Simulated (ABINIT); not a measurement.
# Br (Cmce) in ABINIT: notebook

The runs below take Br through equation of state, band structure, with LDA, LDA-PZ, SOGGA.

All numbers are computed with ABINIT 10.8.3 (patched build); they aren't measurements. Logs are shortened: lines on timing, memory, paths and dates and some standing lists are left out, and cuts for length are marked. The log counts tension as positive stress, the text compression.

## (1) The structure

Symmetry: Cmce, No. 64, orthorhombic system. The conventional cell has a = 6.726 Å, b = 4.645 Å, c = 8.702 Å, α = 90.00°, β = 90.00°, γ = 90.00°. Br (site symmetry m) is surrounded by 1 Br at 2.29 Å.

## (2) Equation of state, LDA

Input file run.abi:

```
# Datasets: one volume each
ndtset 7
getwfk -1
scalecart1 3*0.9795861087
scalecart2 3*0.9864848297
scalecart3 3*0.9932883884
scalecart4 3*1.0000000000
scalecart5 3*1.0066227096
scalecart6 3*1.0131594038
scalecart7 3*1.0196128224

# Pseudopotentials
pp_dirpath "./"
pseudos "Br.LDA_PW-JTH.xml"

# Structure
acell 3*1.0 Angstrom
rprim
     3.3632500000    -2.3225500000     0.0000000000
     3.3632500000     2.3225500000     0.0000000000
     0.0000000000     0.0000000000     8.7023000000
ntypat 1
znucl 35
natom 4
typat 1 1 1 1
xred
     0.3651000000     0.6349000000     0.3901000000
     0.1349000000     0.8651000000     0.8901000000
     0.6349000000     0.3651000000     0.6099000000
     0.8651000000     0.1349000000     0.1099000000
chkprim 0
chksymtnons 0
tolsym 1.0e-6

# Plane-wave basis
ecut 10.0
pawecutdg 20.0
pawovlp 30

# k points
kptopt 1
ngkpt 7 7 3
nshiftk 1
shiftk 0.0 0.0 0.0

# Exchange and correlation
ixc 7

# Bands and occupations
nband 18
occopt 3
tsmear 0.05 eV

# SCF cycle
nstep 100
tolvrs 1.0e-9

# Output
iomode 3
prtwf 1
prtden 0
prteig 0
prtebands 0
enunit 1
```

Potentials or basis: JTH PAW LDA v2.0.

Launch:

```
$ abinit run.abi > log 2>&1
```

run.abo:

```text
.Version 10.8.3 of ABINIT
 DATASET    1 : space group Cm c a (# 64); Bravais oC (1-face-center ortho.)
================================================================================
 Values of the parameters that define the memory need for DATASET  1.
     intxc =       0    ionmov =       0      iscf =      17    lmnmax =       8
     lnmax =       4     mgfft =      48  mpssoang =       2    mqgrid =    3244
     natom =       4  nloc_mem =       2    nspden =       1   nspinor =       1
    nsppol =       1      nsym =       8    n1xccc =       1    ntypat =       1
    occopt =       3   xclevel =       1
       mpw =        1318          nfft =       27648          nkpt =          32
 PAW method is used; the additional fine FFT grid is defined by:
   mgfftf=        72    nfftf =     73728
================================================================================
================================================================================
[... 71 lines left out ...]
 DATASET    7 : space group Cm c a (# 64); Bravais oC (1-face-center ortho.)
================================================================================
 Values of the parameters that define the memory need for DATASET  7.
     intxc =       0    ionmov =       0      iscf =      17    lmnmax =       8
     lnmax =       4     mgfft =      48  mpssoang =       2    mqgrid =    3376
     natom =       4  nloc_mem =       2    nspden =       1   nspinor =       1
    nsppol =       1      nsym =       8    n1xccc =       1    ntypat =       1
    occopt =       3   xclevel =       1
       mpw =        1486          nfft =       27648          nkpt =          32
 PAW method is used; the additional fine FFT grid is defined by:
   mgfftf=        72    nfftf =     73728
================================================================================
================================================================================

--------------------------------------------------------------------------------
------------- Echo of variables that govern the present computation ------------
--------------------------------------------------------------------------------
 -outvars: echo values of preprocessed input variables --------
            acell      1.8897261259E+00  1.8897261259E+00  1.8897261259E+00 Bohr
              amu      7.99040000E+01
          chkprim           0
      chksymtnons           0
             ecut      1.00000000E+01 Hartree
           enunit           1
           getwfk          -1
              ixc           7
           jdtset        1    2    3    4    5    6    7
         kptrlatt        7    0    0      0    7    0      0    0    3
          kptrlen1     4.83277739E+01
          kptrlen2     4.86681215E+01
          kptrlen3     4.90037744E+01
          kptrlen4     4.93348910E+01
          kptrlen5     4.96616217E+01
          kptrlen6     4.99841087E+01
          kptrlen7     5.03024875E+01
            natom           4
            nband          18
           ndtset           7
            ngfft          24      24      48
          ngfftdg          32      32      72
             nkpt          32
            nstep         100
             nsym           8
           ntypat           1
           occopt           3
        pawecutdg      2.00000000E+01 Hartree
          pawovlp      3.0000000000E+01
           prtden           0
        prtebands           0
           prteig           0
            rprim1     3.2945929801E+00 -2.2751377168E+00  0.0000000000E+00
                       3.2945929801E+00  2.2751377168E+00  0.0000000000E+00
                       0.0000000000E+00  0.0000000000E+00  8.5246521937E+00
            rprim2     3.3177951035E+00 -2.2911603412E+00  0.0000000000E+00
                       3.3177951035E+00  2.2911603412E+00  0.0000000000E+00
                       0.0000000000E+00  0.0000000000E+00  8.5846869335E+00
            rprim3     3.3406771723E+00 -2.3069619465E+00  0.0000000000E+00
                       3.3406771723E+00  2.3069619465E+00  0.0000000000E+00
                       0.0000000000E+00  0.0000000000E+00  8.6438935424E+00
            rprim4     3.3632500000E+00 -2.3225500000E+00  0.0000000000E+00
                       3.3632500000E+00  2.3225500000E+00  0.0000000000E+00
                       0.0000000000E+00  0.0000000000E+00  8.7023000000E+00
            rprim5     3.3855238281E+00 -2.3379315742E+00  0.0000000000E+00
                       3.3855238281E+00  2.3379315742E+00  0.0000000000E+00
                       0.0000000000E+00  0.0000000000E+00  8.7599328058E+00
            rprim6     3.4075083648E+00 -2.3531133733E+00  0.0000000000E+00
                       3.4075083648E+00  2.3531133733E+00  0.0000000000E+00
                       0.0000000000E+00  0.0000000000E+00  8.8168170797E+00
            rprim7     3.4292128249E+00 -2.3681017607E+00  0.0000000000E+00
                       3.4292128249E+00  2.3681017607E+00  0.0000000000E+00
                       0.0000000000E+00  0.0000000000E+00  8.8729766644E+00
          spgroup          64
           tolsym      1.00000000E-06
           tolvrs      1.00000000E-09
           tsmear      1.83746611E-03 Hartree
            typat      1  1  1  1
           useylm           1
           xangst1     3.2945929801E+00  6.1383215598E-01  3.3254668208E+00
                       3.2945929801E+00  1.6613055608E+00  7.5877929176E+00
                       3.2945929801E+00 -6.1383215598E-01  5.1991853730E+00
                       3.2945929801E+00 -1.6613055608E+00  9.3685927609E-01
           xangst2     3.3177951035E+00  6.1815506006E-01  3.3488863728E+00
                       3.3177951035E+00  1.6730052812E+00  7.6412298395E+00
                       3.3177951035E+00 -6.1815506006E-01  5.2358005607E+00
                       3.3177951035E+00 -1.6730052812E+00  9.4345709399E-01
           xangst3     3.3406771723E+00  6.2241833316E-01  3.3719828709E+00
                       3.3406771723E+00  1.6845436133E+00  7.6939296421E+00
                       3.3406771723E+00 -6.2241833316E-01  5.2719106715E+00
                       3.3406771723E+00 -1.6845436133E+00  9.4996390031E-01
           xangst4     3.3632500000E+00  6.2662399000E-01  3.3947672300E+00
                       3.3632500000E+00  1.6959260100E+00  7.7459172300E+00
                       3.3632500000E+00 -6.2662399000E-01  5.3075327700E+00
                       3.3632500000E+00 -1.6959260100E+00  9.5638277000E-01
           xangst5     3.3855238281E+00  6.3077393871E-01  3.4172497875E+00
                       3.3855238281E+00  1.7071576355E+00  7.7972161904E+00
                       3.3855238281E+00 -6.3077393871E-01  5.3426830182E+00
                       3.3855238281E+00 -1.7071576355E+00  9.6271661535E-01
           xangst6     3.4075083648E+00  6.3486998812E-01  3.4394403428E+00
                       3.4075083648E+00  1.7182433852E+00  7.8478488826E+00
[... 16 lines left out ...]
                       6.3129649307E+00 -1.1762001854E+00  9.9624673294E+00
                       6.3129649307E+00 -3.1833260763E+00  1.7951716011E+00
            xcart4     6.3556213930E+00  1.1841477250E+00  6.4151803259E+00
                       6.3556213930E+00  3.2048356887E+00  1.4637662159E+01
                       6.3556213930E+00 -1.1841477250E+00  1.0029783340E+01
                       6.3556213930E+00 -3.2048356887E+00  1.8073015068E+00
            xcart5     6.3977128278E+00  1.1919899915E+00  6.4576662022E+00
                       6.3977128278E+00  3.2260603848E+00  1.4734603144E+01
                       6.3977128278E+00 -1.1919899915E+00  1.0096207682E+01
                       6.3977128278E+00 -3.2260603848E+00  1.8192707399E+00
            xcart6     6.4392575813E+00  1.1997304031E+00  6.4996002743E+00
                       6.4392575813E+00  3.2470094156E+00  1.4830285066E+01
                       6.4392575813E+00 -1.1997304031E+00  1.0161769309E+01
                       6.4392575813E+00 -3.2470094156E+00  1.8310845172E+00
            xcart7     6.4802730666E+00  1.2073722040E+00  6.5410001183E+00
                       6.4802730666E+00  3.2676915619E+00  1.4924748027E+01
                       6.4802730666E+00 -1.2073722040E+00  1.0226495699E+01
                       6.4802730666E+00 -3.2676915619E+00  1.8427477903E+00
             xred      3.6510000000E-01  6.3490000000E-01  3.9010000000E-01
                       1.3490000000E-01  8.6510000000E-01  8.9010000000E-01
                       6.3490000000E-01  3.6510000000E-01  6.0990000000E-01
                       8.6510000000E-01  1.3490000000E-01  1.0990000000E-01
            znucl       35.00000

================================================================================

 chkinp: Checking input parameters for consistency, jdtset=   1.

 chkinp: Checking input parameters for consistency, jdtset=   2.

 chkinp: Checking input parameters for consistency, jdtset=   3.

 chkinp: Checking input parameters for consistency, jdtset=   4.
[... 39 lines left out ...]
--- Pseudopotential description ------------------------------------------------
- pspini: atom type   1  psp file is ./Br.LDA_PW-JTH.xml
 Pseudopotential format is: paw10
 basis_size (lnmax)=  4 (lmn_size=  8), orbitals=   0   0   1   1
 Spheres core radius: rc_sph= 2.20918964
 Shapefunction is BESSEL type: shapef(r,l)=aa(1,l)*jl(q(1,l)*r)+aa(2,l)*jl(q(2,l)*r)
 Radius for shape functions =  2.00422552
 Compensation charge density is not taken into account in XC energy/potential

   3.29947619E+03                                ecore*ucvol(ha*bohr**3)
--------------------------------------------------------------------------------

================================================================================

--- !BeginCycle
iteration_state: {dtset: 1, }
solver: {iscf: 17, nstep: 100, nline: 4, wfoptalg: 10, }
tolerances: {tolvrs: 1.00E-09, }
...

     iter   Etot(hartree)      deltaE(h)  residm     nres2
 ETOT  1  -54.723708017602    -5.472E+01 5.583E-02 2.072E+00
 ETOT  2  -54.792250649448    -6.854E-02 3.431E-03 1.814E-01
 ETOT  3  -54.790656043327     1.595E-03 3.996E-03 6.416E-03
 ETOT  4  -54.790625724880     3.032E-05 1.140E-04 7.765E-04
 ETOT  5  -54.790625400239     3.246E-07 1.061E-04 6.467E-05
 ETOT  6  -54.790625420073    -1.983E-08 1.153E-04 7.091E-06
 ETOT  7  -54.790625495077    -7.500E-08 7.707E-05 1.754E-07
 ETOT  8  -54.790625497257    -2.180E-09 7.733E-05 1.814E-08
 ETOT  9  -54.790625497366    -1.089E-10 4.001E-05 1.552E-09
 ETOT 10  -54.790625497380    -1.347E-11 3.564E-05 1.087E-10
[... 1368 lines left out ...]
 Cartesian components of stress tensor (hartree/bohr^3)
  sigma(1 1)=  3.95992831E-05  sigma(3 2)=  0.00000000E+00
  sigma(2 2)=  1.04935009E-04  sigma(3 1)=  0.00000000E+00
  sigma(3 3)=  1.13058594E-04  sigma(2 1)=  0.00000000E+00

-Cartesian components of stress tensor (GPa)         [Pressure= -2.5262E+00 GPa]
- sigma(1 1)=  1.16505113E+00  sigma(3 2)=  0.00000000E+00
- sigma(2 2)=  3.08729457E+00  sigma(3 1)=  0.00000000E+00
- sigma(3 3)=  3.32629868E+00  sigma(2 1)=  0.00000000E+00

== END DATASET(S) ==============================================================
================================================================================

 -outvars: echo values of variables after computation  --------
            acell      1.8897261259E+00  1.8897261259E+00  1.8897261259E+00 Bohr
           etotal1    -5.4790625497E+01
           etotal2    -5.4790805432E+01
           etotal3    -5.4790576589E+01
           etotal4    -5.4789985149E+01
           etotal5    -5.4789073838E+01
           etotal6    -5.4787878757E+01
           etotal7    -5.4786434621E+01
            fcart1     9.7507964725E-19  1.4556192178E-02 -2.4906512234E-02
                       4.4954432959E-19 -1.4556192178E-02 -2.4906512234E-02
                       4.4954432959E-19 -1.4556192178E-02  2.4906512234E-02
                      -1.8741683064E-18  1.4556192178E-02  2.4906512234E-02
            fcart2    -8.8170492795E-20  1.1422677035E-02 -2.0524562839E-02
                      -1.8851209352E-19 -1.1422677035E-02 -2.0524562839E-02
                      -1.8851209352E-19 -1.1422677035E-02  2.0524562839E-02
                       4.6519467983E-19  1.1422677035E-02  2.0524562839E-02
            fcart3     3.9357348183E-19  8.5240740441E-03 -1.6450946494E-02
                      -1.7839618953E-20 -8.5240740441E-03 -1.6450946494E-02
                      -4.5152048795E-19 -8.5240740441E-03  1.6450946494E-02
                       7.5786625068E-20  8.5240740441E-03  1.6450946494E-02
            fcart4    -4.3377138475E-19  5.8398051684E-03 -1.2661631810E-02
                      -5.6012223787E-20 -5.8398051684E-03 -1.2661631810E-02
                      -5.6012223787E-20 -5.8398051684E-03  1.2661631810E-02
[... 58 lines left out ...]
                       3.3406771723E+00 -6.2241833316E-01  5.2719106715E+00
                       3.3406771723E+00 -1.6845436133E+00  9.4996390031E-01
           xangst4     3.3632500000E+00  6.2662399000E-01  3.3947672300E+00
                       3.3632500000E+00  1.6959260100E+00  7.7459172300E+00
                       3.3632500000E+00 -6.2662399000E-01  5.3075327700E+00
                       3.3632500000E+00 -1.6959260100E+00  9.5638277000E-01
           xangst5     3.3855238281E+00  6.3077393871E-01  3.4172497875E+00
                       3.3855238281E+00  1.7071576355E+00  7.7972161904E+00
                       3.3855238281E+00 -6.3077393871E-01  5.3426830182E+00
                       3.3855238281E+00 -1.7071576355E+00  9.6271661535E-01
           xangst6     3.4075083648E+00  6.3486998812E-01  3.4394403428E+00
                       3.4075083648E+00  1.7182433852E+00  7.8478488826E+00
                       3.4075083648E+00 -6.3486998812E-01  5.3773767369E+00
                       3.4075083648E+00 -1.7182433852E+00  9.6896819706E-01
           xangst7     3.4292128249E+00  6.3891385503E-01  3.4613481968E+00
                       3.4292128249E+00  1.7291879056E+00  7.8978365290E+00
                       3.4292128249E+00 -6.3891385503E-01  5.4116284676E+00
                       3.4292128249E+00 -1.7291879056E+00  9.7514013541E-01
             xred      3.6510000000E-01  6.3490000000E-01  3.9010000000E-01
                       1.3490000000E-01  8.6510000000E-01  8.9010000000E-01
                       6.3490000000E-01  3.6510000000E-01  6.0990000000E-01
                       8.6510000000E-01  1.3490000000E-01  1.0990000000E-01
 Calculation completed.
```

It took 2.1 min on 1 thread of Arm Neoverse V1, shared host; peak memory 0.12 GiB.

Results:

```
Equilibrium volume                        : 32.57 Å³/atom
Bulk modulus at fixed shape and positions : 32 GPa
Pressure derivative of the bulk modulus   : 4.9
```

Energy against volume, from the lowest point:
```
volume (Å³/atom)  energy (meV/atom)
          31.949               1.22
          32.629               0.00
          33.308               1.56
          33.988               5.58
          34.668              11.78
          35.348              19.91
          36.028              29.73
```

Caveat: pressures at fixed basis lie under the slope of the energies; the cell was scaled at fixed shape and fractional positions, which overstates the stiffness of a crystal with free parameters, most of all of layers and chains; the atomic spheres overlap.

## (3) Band structure, LDA-PZ

Input file run.abi:

```
# Datasets: ground state, then fixed potential
ndtset 2

# Pseudopotentials
pp_dirpath "./"
pseudos "Br.LDA_PW-JTH.xml"

# Structure
acell 3*1.0 Angstrom
rprim
     3.3632500000    -2.3225500000     0.0000000000
     3.3632500000     2.3225500000     0.0000000000
     0.0000000000     0.0000000000     8.7023000000
ntypat 1
znucl 35
natom 4
typat 1 1 1 1
xred
     0.3651000000     0.6349000000     0.3901000000
     0.1349000000     0.8651000000     0.8901000000
     0.6349000000     0.3651000000     0.6099000000
     0.8651000000     0.1349000000     0.1099000000
chkprim 0
chksymtnons 0
tolsym 1.0e-6

# Plane-wave basis
ecut 15.0
pawecutdg 30.0

# Exchange and correlation
ixc 2

# Bands and occupations
occopt 3
tsmear 0.00183747

# SCF cycle
nstep 100

# Output
iomode 3
prtwf 0
prteig 0
prtebands 0
enunit 1
prtden1 1

# Dataset 1
kptopt1 1
ngkpt1 7 7 3
nshiftk1 1
shiftk1 0.0 0.0 0.0
nband1 18
tolvrs1 1.0e-9

# Dataset 2: bands along G-X-S-R-A-Z-G-Y-X1-A1-T-Y
iscf2 -2
getden2 1
nband2 22
nbdbuf2 2
tolwfr2 1.0e-12
kptopt2 -11
ndivsm2 6
prteig2 1
kptbounds2
     0.0000000000     0.0000000000     0.0000000000
     0.3692207505    -0.3692207505     0.0000000000
     0.0000000000    -0.5000000000     0.0000000000
     0.0000000000    -0.5000000000    -0.5000000000
     0.3692207505    -0.3692207505    -0.5000000000
     0.0000000000     0.0000000000    -0.5000000000
     0.0000000000     0.0000000000     0.0000000000
    -0.5000000000    -0.5000000000     0.0000000000
    -0.3692207505    -0.6307792495     0.0000000000
    -0.3692207505    -0.6307792495    -0.5000000000
    -0.5000000000    -0.5000000000    -0.5000000000
    -0.5000000000    -0.5000000000     0.0000000000
```

Potentials or basis: JTH PAW LDA v2.0.

Launch:

```
$ abinit run.abi > log 2>&1
```

It took 2.6 min on 1 thread of Arm Neoverse V1, shared host; peak memory 0.18 GiB.

It converged, with:

* Free energy: -1490.9536 eV
* Pressure: -1.2 GPa
* Largest force: 0.729 eV/Å
* Band gap on the k mesh: 1.75 eV, indirect (least direct gap 1.77 eV)
* Band gap along the path: 1.70 eV, indirect (least direct gap 1.74 eV)

Forces in eV/Å, atoms in the order of the input:
```
Br   0.000  0.307 -0.661
Br   0.000 -0.307 -0.661
Br   0.000 -0.307  0.661
Br   0.000  0.307  0.661
```

Stress tensor (GPa, compression positive):
```
-1.09  0.00  0.00
 0.00 -1.92  0.00
 0.00  0.00 -0.65
```

Levels at the corners of the path, in eV from the valence-band top:
```csv
point,band 10,band 11,band 12,band 13,band 14,band 15,band 16,band 17,band 18,band 19
Γ,-1.64,-0.98,-0.38,-0.08,-0.03,1.73,2.51,5.53,6.32,7.10
X,-2.54,-1.19,-0.91,-0.35,-0.02,1.96,2.23,7.60,8.18,8.50
S,-2.02,-0.86,-0.86,-0.26,-0.26,2.43,2.43,6.82,6.82,8.91
R,-2.07,-0.55,-0.55,0.00,0.00,2.13,2.13,7.14,7.14,8.32
A,-2.80,-0.55,-0.55,-0.51,-0.51,2.09,2.09,8.12,8.12,8.69
Z,-1.66,-0.86,-0.86,-0.06,-0.06,1.94,1.94,6.31,6.31,8.00
Γ,-1.64,-0.98,-0.38,-0.08,-0.03,1.73,2.51,5.53,6.32,7.10
Y,-2.39,-1.39,-1.20,-0.42,-0.02,1.79,2.19,7.04,7.30,7.40
X1,-2.54,-1.19,-0.91,-0.35,-0.02,1.96,2.23,7.60,8.18,8.50
A1,-2.80,-0.55,-0.55,-0.51,-0.51,2.09,2.09,8.12,8.12,8.69
T,-2.32,-0.96,-0.96,-0.65,-0.65,1.86,1.86,7.73,7.73,8.83
Y,-2.39,-1.39,-1.20,-0.42,-0.02,1.79,2.19,7.04,7.30,7.40
```

Caveat: the atomic spheres overlap.

(Part 1 of 2 ends here.)
